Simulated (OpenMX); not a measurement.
Sb:

```
Sb
1.0
     3.16000    0.00000    0.00000
     0.00000    3.16000    0.00000
     0.00000    0.00000    3.16000
Sb
1
Direct
  0.00000 0.00000 0.00000
```

This isn't the form of Sb at room conditions, which is rhombohedral.

| Item | Value |
| --- | --- |
| Program | OpenMX 3.8.5 |
| Task | single point |
| Functional | PBE |
| Potentials or basis | OpenMX 2013 PBE set, Sb7.0-s3p2d2, grid cutoff 260 Ry |
| k mesh | 9 × 9 × 9 |
| Occupations | fermi-dirac, width 0.05 eV |
| Spin | no spin polarisation |

On this cell: pressure -1.1 GPa; band gap on the k mesh none (metal or under the smearing width).

The same run follows on a disturbed copy (cell strained at random at fixed volume):

```xyz
1
Lattice="3.1831 -0.0092 -0.0793 -0.0092 3.1372 -0.0565 -0.0793 -0.0565 3.1629" Properties=species:S:1:pos:R:3 pbc="T T T"
Sb    0.0128    0.0108   -0.0692
```

What changes?

The energy (extrapolated to zero smearing) moves by +5.4 meV/atom; pressure -1.2 GPa; band gap on the k mesh none (metal or under the smearing width).

Caveats: the real-space grid is coarse for these elements, which adds noise of up to some 20 meV/atom to energies and shifts forces, pressures and volumes; the basis of atomic orbitals isn't converged, which shifts pressures, moduli and gaps.
